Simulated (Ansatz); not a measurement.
The following input was run with Ansatz 0.2.0.

```yaml
crystal:
  lattice:
    - [3.9841028591, 0.0, 0.0]
    - [-1.9920514295, 3.4503342873, 0.0]
    - [0.0, 0.0, 25.1325159063]
  atoms:
    - { symbol: S, position: [0.3333333333, 0.6666666667, 0.3382072862] }
    - { symbol: Ca, position: [0.6666666667, 0.3333333333, 0.4029243717] }
    - { symbol: S, position: [0.0, 0.0, 0.4676414572] }
    - { symbol: Ca, position: [0.3333333333, 0.6666666667, 0.5323585428] }
    - { symbol: S, position: [0.6666666667, 0.3333333333, 0.5970756283] }
    - { symbol: Ca, position: [0.0, 0.0, 0.6617927138] }
basis:
  ecutwfc: 420
kpoints:
  mp_grid: { grid: [9, 9, 1] }
hamiltonian:
  xc: pbesol
scf:
  occupations: { method: gaussian, width: 0.05 }
output:
  forces: true
  eigenvalues: true
  write_density: true
  write_potential: true
  elf: true
  volumetric_format: npy
relax:
  adjacent_minimum: "off"
  f_tol: 0.03
  max_steps: 70
  constraints: [{ sites: [0, 1, 2] }]
efield:
  axis: 3
  dipole_correction: true
  ramp_width: 0.04
```

Run as
```bash
ansatz run input.yaml --threads 1 --pin off --max-ram 3072MiB --backend cpu --events-out ev --progress --plain --runs-dir out
```

The calculation used DFT PBEsol, scalar-relativistic, plane waves, PAW (Ansatz 0.2.0).

Abridged output (final results; tables in files aren't shown):

```
SCF converged after 8 iterations
Free energy (F): -8044.704089 eV
Harris-Foulkes:  -8044.704089 eV  (|F-HF|=4.10e-9)
Internal energy: -8044.697747 eV  (E = F + TS)
E sigma→0 (E₀):  -8044.700918 eV
Entropy (-TS):   -0.006341 eV (-1.057 meV/atom)
Fermi energy:    -0.447598 eV
Dipole field:    D = 0.151749 V/Å  (p = 0.289729 e·Å, saw-weighted, corrected)
Work function:   Φ+ = 3.7984 eV   Φ− = 7.6123 eV
Levels:          The Fermi level and band energies are counted from a zero that moves with the ramp; work functions are not
--- Per-component energies (eV) ---
  E_band       = -771.588613
  E_kinetic    = 1154.441103
  E_local      = -26730.818190  (includes V_loc(G=0)·N_el)
  E_nonlocal   = 279.485177
  E_hartree    = 12754.553869
  E_xc         = -696.057538
  E_vxc        = -773.307160  (∫ρ·V_xc dr)
  E_paw        = -4262.894602  (= ΣΔE_a)
  E_vpaw       = -209.431945  (= ΣTr[D̂ρ^β])
  E_aug_tail   = -0.000013  (compensation charges beyond the density's cutoff)
  E_efield     = 0.021983  (sawtooth field / dipole correction)
  E_vefield    = -1.061719  (∫n·V_field dr)
  E_ewald      = 9456.028234
  E_core_change = 0.542231  (= ΣΔE_core)
  E_smearing   = -0.006341  (= −TS)
--- Forces (eV/Å), atoms counted from 1 ---
  atom   1  S      0.00000000     0.00000000     0.57613349
  atom   2  Ca     0.00000000     0.00000000    -1.25793641
  atom   3  S      0.00000000     0.00000000     0.67892310
  atom   4  Ca     0.00000000     0.00000000     0.00261891
  atom   5  S      0.00000000     0.00000000     0.00293989
  atom   6  Ca     0.00000000     0.00000000    -0.00268088
--- Band table (eV; the first three rows and the last of 12) ---
  k-point 0: bands = ["-42.4941", "-41.0230", "-39.5846", "-23.6221", "-23.5472", "-23.5472", "-22.2234", "-22.1036", "-22.1036", "-20.7720", "-20.6660", "-20.6660", "-13.8798", "-12.7611", "-10.7939", "-5.2720", "-3.6279", "-3.6279", "-3.5540", "-2.5642", "-2.5642", "-1.2114", "-0.7967", "-0.1695", "-0.1695", "1.4028", "1.6488", "1.6488", "1.7855", "2.4505"]
  k-point 1: bands = ["-42.4931", "-41.0219", "-39.5835", "-23.6199", "-23.5606", "-23.5502", "-22.2189", "-22.1207", "-22.1071", "-20.7674", "-20.6830", "-20.6694", "-13.8317", "-12.7252", "-10.7631", "-5.1779", "-3.9867", "-3.6553", "-3.4171", "-2.8511", "-2.6091", "-1.0361", "-0.8485", "-0.3877", "-0.2196", "1.1752", "1.5058", "1.7017", "2.1276", "2.5563"]
  k-point 2: bands = ["-42.4907", "-41.0191", "-39.5808", "-23.6175", "-23.5908", "-23.5579", "-22.2078", "-22.1630", "-22.1158", "-20.7564", "-20.7251", "-20.6780", "-13.7117", "-12.6318", "-10.6801", "-4.9470", "-4.5582", "-3.7296", "-3.5287", "-3.1784", "-2.7131", "-1.0802", "-0.7623", "-0.6968", "-0.3340", "0.7352", "1.4805", "1.9433", "2.3000", "2.7153"]
  k-point 11: bands = ["-42.4847", "-41.0125", "-39.5742", "-23.6414", "-23.6174", "-23.5916", "-22.2087", "-22.1941", "-22.1778", "-20.7655", "-20.7599", "-20.7276", "-13.4366", "-12.3889", "-10.4478", "-5.0341", "-4.8400", "-4.3363", "-3.8304", "-3.7094", "-3.0879", "-1.5234", "-1.2642", "-0.7061", "0.2292", "0.8312", "1.9315", "2.4690", "2.5290", "2.8633"]
--- Relaxed structure (4 steps of the walk, 4 accepted, 0 SCFs on fresh bases) ---
  F+E_penalty+E_count = -8044.70408878 eV   max|allowed force component| = 2.940e-3 eV/Å
  atoms:
    - { symbol: S, position: [0.33333333, 0.66666666, 0.3382072862] }
    - { symbol: Ca, position: [0.66666666, 0.33333333, 0.4029243717] }
    - { symbol: S, position: [0.0, 0.0, 0.46764145] }
    - { symbol: Ca, position: [0.33333333, 0.66666666, 0.52601512] }
    - { symbol: S, position: [0.66666666, 0.33333333, 0.59864580] }
    - { symbol: Ca, position: [0.0, 0.0, 0.65735521] }
```

The relaxation met its thresholds.

Time: 40 s on 1 thread of Intel(R) Xeon(R) Platinum 8488C (Sapphire Rapids), on a shared host, peak memory 0.56 GiB.